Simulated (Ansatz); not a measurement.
Runs of Ansatz 0.2.0 on GaN. Symmetry: F-43m, No. 216, cubic system. Conventional cell: a = 4.507 Å, b = 4.507 Å, c = 4.507 Å, α = 90.00°, β = 90.00°, γ = 90.00°. Ga (site symmetry -43m) is surrounded by 4 N at 1.95 Å. Around N (site symmetry -43m) lie 4 Ga at 1.95 Å. The cell is a database's computed one.

```csv
task,level,potentials or basis,cell,k mesh,cutoff (eV),smearing,share of exact exchange,screening of exact exchange,basis error allowed,mesh quality,gap on the mesh (eV),pressure (GPa),relaxed volume (Å³/atom)
single point,PBE0,all-electron PAW datasets made for the crystal,as given,6 × 6 × 6,490,fermi-dirac 0.05 eV,-,-,-,not flagged,(b),-,-
single point,"HSE(alpha, omega)",all-electron PAW datasets made for the crystal,as given,5 × 5 × 5,490,fermi-dirac 0.05 eV,0.25,0.4 1/A,-,coarse,2.59,-,-
relaxation of cell and atoms,BLYP+D3(BJ),"all-electron LAPW, scalar-relativistic",relaxed,10 × 10 × 10,-,fermi-dirac 0.05 eV,-,-,0.001 eV/atom,not flagged,1.73,0.0,11.62
relaxation of cell and atoms,PBEsol+D4,"all-electron LAPW, scalar-relativistic",relaxed,10 × 10 × 10,-,fermi-dirac 0.05 eV,-,-,0.001 eV/atom,not flagged,1.83,0.0,11.18
relaxation of cell and atoms,revPBE+D3(BJ),"all-electron LAPW, scalar-relativistic",relaxed,10 × 10 × 10,-,fermi-dirac 0.05 eV,-,-,0.001 eV/atom,not flagged,(c),0.0,11.48
band structure,PBEsol,"all-electron LAPW, non-relativistic",as given,10 × 10 × 10,421,fermi-dirac 0.05 eV,-,-,0.001 eV/atom,not flagged,(a),0.4,-
single point,"HSE(alpha, omega)",all-electron PAW datasets made for the crystal,as given,5 × 5 × 5,490,fermi-dirac 0.05 eV,0.25,0.3 1/A,-,coarse,2.78,-,-
band structure,LDA,"all-electron LAPW, scalar-relativistic",as given,10 × 10 × 10,422,fermi-dirac 0.05 eV,-,-,0.001 eV/atom,not flagged,1.74,-6.3,-
Born charges and dielectric tensor,PBE,all-electron PAW datasets made for the crystal,as given,10 × 10 × 10,490,fixed,-,-,-,not flagged,1.73,-,-
relaxation of cell and atoms,PBE+D3(BJ),"all-electron LAPW, scalar-relativistic",relaxed,10 × 10 × 10,-,fermi-dirac 0.05 eV,-,-,0.001 eV/atom,not flagged,1.69,0.0,11.52
single point,HSE06,all-electron PAW datasets made for the crystal,as given,8 × 8 × 8,490,fermi-dirac 0.05 eV,-,-,-,not flagged,2.98,-,-
```

Alike in all rows: no spin polarisation.

**Question.** Estimate the missing entries.

**Answer.** (a) 1.86; (b) 3.67; (c) 1.75.

Caveats: some runs use coarse meshes; an odd mesh through Γ misses points on the zone boundary, where band edges often lie (some runs); relativity is left out, which matters for the heavier elements (some runs); the program warned that the printed levels may be off, so bands, gaps and densities of states are rough (some runs).

A k mesh can miss the band edges, and the runs leave out spin-orbit coupling on Ga.

Not every run made on this cell is shown here.
